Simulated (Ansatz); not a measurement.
**Settings and field gradients in SiC**

Cell: a measured structure from the Crystallography Open Database (COD), its atoms then relaxed with PBE in this cell.

Space group Cmc2_1 (No. 36); a = 3.0778, b = 5.3350, c = 15.1219 Å.

| site | Wyckoff | site symmetry | x | y | z |
| --- | --- | --- | --- | --- | --- |
| Si1 | 4a | m.. | 0.5000 | 0.3333 | 0.1423 |
| Si3 | 4a | m.. | 0.5000 | 0.9999 | 0.4755 |
| Si5 | 4a | m.. | 0.5000 | 0.6666 | 0.3088 |
| C7 | 4a | m.. | 0.5000 | 0.9998 | 0.3502 |
| C9 | 4a | m.. | 0.5000 | 0.3334 | 0.0173 |
| C11 | 4a | m.. | 0.5000 | 0.6666 | 0.1838 |

One atom of each set is listed; the run and its k-mesh use a cell of 12 atoms with edges of 3.08, 3.08, 15.12 Å.

Reference run. Computed with Ansatz: DFT, PBE, plane waves and PAW, scalar-relativistic, 420 eV cutoff, Γ-centred 10×10×2 k-points, Fermi–Dirac smearing 0.02 eV.

It gives V_zz (10²¹ V/m²) Si5 0.26 (η 0.01), C7 0.21 (η 0.06), among others. Each of these runs changes the input as listed (caps on SCF iterations aside):

A. scf.occupations.method: fermi_dirac → methfessel_paxton; scf.occupations.width: 0.02 → 0.2; hamiltonian.pseudopotentials: {kind: paw} → {kind: nc, accuracy: standard}; scf.n_extra_bands: not typed → 2
B. basis.ecutwfc: not typed → 22.0 Ry; scf.occupations.width: 0.02 → 0.1; kpoints.mp_grid.grid: [10, 10, 2] → [8, 8, 2]
C. scf.occupations.method: fermi_dirac → methfessel_paxton; scf.occupations.width: 0.02 → 0.15; total_charge: not typed → 1; scf.mixing.preconditioner: not typed → ldos
D. kpoints.mp_grid.grid: [10, 10, 2] → [12, 12, 2]
E. hamiltonian.xc: pbe → revpbe; scf.mixing.algorithm: not typed → anderson; scf.mixing.beta: not typed → 0.9; scf.mixing.ndim: not typed → 16

(1) Which of these changes matter for the gradients?

## Answers

(1) 

```csv
run,Si5 V_zz (η),C7 V_zz (η),"largest change of a gradient tensor, all atoms",note
A,–,–,–,refused: output.efg without hamiltonian.pseudopotentials.kind: paw|paw_fr|all_electron or hamiltonian.pseudopotentials.kind: all_electron — the all-electron EFG reconstruction …
B,0.27 (0.01),0.20 (0.07),0.01,converged; cutoff below the recommended one; mesh coarser than the reference's
C,0.10 (0.04),0.010 (0.13),0.20,converged; cell charge +1 on a uniform background; no gap left; odd number of electrons without spin polarisation
D,0.26 (0.01),0.21 (0.06),0.00,converged
E,0.26 (0.01),0.21 (0.06),0.00,converged; another functional
```

Run C moves them most, on C7 (V_zz from 0.21 to 0.010).

Run C changes scf.occupations, total_charge together, so the table can't tell their shares apart.
